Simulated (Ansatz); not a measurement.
# Bi2Te3: the cost of one run

Program: Ansatz 0.2.0. Level of theory: DFT LDA, scalar-relativistic. These are calculated values, not measurements.

### 1 The system as given

Symmetry: R3m, No. 160, trigonal system. The conventional cell has a = 4.417 Å, b = 4.417 Å, c = 29.840 Å, α = 90.00°, β = 90.00°, γ = 120.00°. Bi (site symmetry 3m) has 3 Te at 3.03 Å and 3 Bi at 3.43 Å as nearest neighbours. Bi (site symmetry 3m) is surrounded by 3 Te at 3.27 Å and 3 Bi at 3.43 Å. Around Te (site symmetry 3m) lie 6 Te at 3.04 to 3.45 Å. Te (site symmetry 3m) is surrounded by 3 Bi at 3.03 Å and 3 Te at 3.45 Å. Te (site symmetry 3m) has 3 Te at 3.04 Å and 3 Bi at 3.27 Å as nearest neighbours.

Coordinates:

```xyz
5
Lattice="2.2085 1.2751 9.9467 -2.2085 1.2751 9.9467 0.0000 -2.5502 9.9467" Properties=species:S:1:pos:R:3 pbc="T T T"
Bi    0.0000    0.0000   24.2301
Bi    0.0000    0.0000   11.9957
Te    0.0000    0.0000   18.2322
Te    0.0000    0.0000    5.9680
Te    0.0000    0.0000    0.0000
```

Atoms are numbered in the order of the input: Bi1, Bi2, Te3, Te4, Te5.

### 2 The deformed structure

Space group R3m before, R3m after.

### 3 Full-potential LAPW

input.yaml reads:

```yaml
crystal:
  lattice:
    - [2.2085012539, 1.2750787934, 10.0461367]
    - [-2.2085012539, 1.2750787934, 10.0461367]
    - [0.0, -2.5501575869, 10.0461367]
  atoms:
    - { symbol: Bi, position: [0.812, 0.812, 0.812] }
    - { symbol: Bi, position: [0.402, 0.402, 0.402] }
    - { symbol: Te, position: [0.611, 0.611, 0.611] }
    - { symbol: Te, position: [0.2, 0.2, 0.2] }
    - { symbol: Te, position: [0.0, 0.0, 0.0] }
kpoints:
  mp_grid: { grid: [8, 8, 8] }
  band_path:
    path:
      - [0.0, 0.0, 0.0]
      - [0.5, 0.5, 0.5]
      - [0.8225938196, 0.1774061804, 0.5]
      - [0.5, -0.1774061805, 0.1774061805]
      - [0.5, 0.0, 0.0]
      - [0.0, 0.0, 0.0]
      - [0.3387030902, -0.3387030902, 0.0]
      - [0.6612969098, 0.0, 0.3387030902]
      - [0.5, 0.0, 0.5]
    npoints: 5
scf:
  occupations: { method: fermi_dirac, width: 0.08 }
hamiltonian:
  xc: lda
  pseudopotentials: { kind: all_electron, lapw: { basis_error: 0.001 } }
output:
  forces: true
  stress: true
  eigenvalues: true
```

Run with:

```bash
$ ansatz run input.yaml --threads 2 --pin off --max-ram 8192MiB --backend cpu --events-out ev --progress --plain --runs-dir out
```

What time and memory should one allow on 2 threads of Intel Xeon 6975P-C (Granite Rapids), shared host?

About 76 s, with a peak of 1.2 GiB.
